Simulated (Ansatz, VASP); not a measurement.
## HfN in VASP and in Ansatz

File INCAR:

```
SYSTEM = HfN
ALGO     = Normal         ! electronic algorithm
EDIFF    = 1E-6           ! SCF threshold, eV
ENCUT    = 520            ! plane-wave cutoff, eV
GGA      = PE             ! functional
ISIF     = 2              ! what is computed and relaxed
ISMEAR   = -1             ! smearing method
LASPH    = .True.         ! aspherical terms in the spheres
LCHARG   = .False.        ! write CHGCAR
LREAL    = .False.        ! projectors in reciprocal space
LWAVE    = .False.        ! write WAVECAR
NBANDS   = 14             ! bands
NELM     = 80             ! most SCF steps
PREC     = Accurate       ! precision mode
SIGMA    = 0.1            ! smearing width, eV
```

The input KPOINTS:

```
k-points
0
Gamma
  11 11 11
  0 0 0
```

Contents of POSCAR:

```
HfN
1.0
    0.0000000000      2.2177553235      2.2177553235
    2.2177553235      0.0000000000      2.2177553235
    2.2177553235      2.2177553235      0.0000000000
Hf N
1 1
Direct
    0.0000000000      0.0000000000      0.0000000000
    0.5000000000      0.5000000000      0.5000000000
```

Input for Ansatz:

```yaml
crystal:
  lattice:
    - [0.0, 2.2177553235409557, 2.2177553235409557]
    - [2.2177553235409557, 0.0, 2.2177553235409557]
    - [2.2177553235409557, 2.2177553235409557, 0.0]
  atoms:
    - { symbol: Hf, position: [0.0, 0.0, 0.0] }
    - { symbol: "N", position: [0.5, 0.5, 0.5] }
basis:
  ecutwfc: 450.0
kpoints:
  mp_grid:
    grid: [11, 11, 11]
hamiltonian:
  xc: pbe
scf:
  occupations:
    method: fermi_dirac
output:
  stress: true
```

Alike in both runs: task single point; functional PBE; k mesh 11 × 11 × 11; no spin polarisation.

|  | VASP | Ansatz |
| --- | --- | --- |
| version | VASP 6.6.1 | Ansatz 0.2.0 |
| potentials or method | VASP PAW PBE potentials, release 64 (Hf_pv, N) | plane waves, PAW |
| plane-wave cutoff (eV) | 520 | 450 |
| occupations | fermi-dirac, width 0.1 eV | fermi-dirac |
| valence electrons in the cell | 15 | 31 |

|  | VASP | Ansatz | Ansatz less VASP |
| --- | --- | --- | --- |
| pressure (GPa) | 20.8 | 23.3 | +2.47 |

The two sets of potentials don't hold the same shells in valence.

Caveats: so large a pressure means that the cell lies far from this level's equilibrium, or that cutoff or potentials fall short (VASP). Spin-orbit coupling is left out, which matters for the levels of Hf.
